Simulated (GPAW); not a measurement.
Runs of GPAW 26.7.0 on InP. Symmetry: F-43m, No. 216, cubic system. The conventional cell has a = 5.861 Å, b = 5.861 Å, c = 5.861 Å, α = 90.00°, β = 90.00°, γ = 90.00°. Around In (site symmetry -43m) lie 4 P at 2.54 Å. P (site symmetry -43m) is surrounded by 4 In at 2.54 Å. 

```csv
task,level,potentials or basis,spin,cell,k mesh,cutoff (eV),eigensolver,maxiter,data set,band path,band points,other keys,gap on the mesh (eV),pressure (GPa)
band structure,AM05,"PAW data sets generated in the run's folder for this functional, pw","SOC, no magnetisation",as given,6 × 6 × 6,600,-,150,-,"GXWKGLUWLK,UX",100,-,(a),0.6
single point,PBEsol,"PAW data sets generated in the run's folder for this functional, pw",off,"atoms moved at random, drawn with an rms of 0.05 Å",8 × 8 × 8,600,-,150,-,-,-,-,0.43,0.7
single point,PBE,"GPAW PAW data sets (gpaw-data 1.2.1), pw",off,as given,12 × 12 × 12,600,-,50,-,-,-,"several, not listed",0.71,3.1
single point,PBE,"GPAW PAW data sets (gpaw-data 1.2.1), pw",off,as given,6 × 6 × 6,700,-,100,-,-,-,"several, not listed",0.71,3.1
```

Alike in all rows: smearing fermi-dirac 0.05 eV.

Task: Fill in the values left out.

Result: (a) 0.67.

Caveats: spin-orbit coupling is left out, which moves the levels of the heavy elements (some runs); spin-orbit coupling was added after a scalar SCF, so levels and gaps hold it while energy, forces, pressure and moments don't (some runs); this program's spin-orbit splittings come out too wide for heavy elements (some runs).

A k mesh can miss the band edges, and rows without SOC leave out spin-orbit coupling on In.
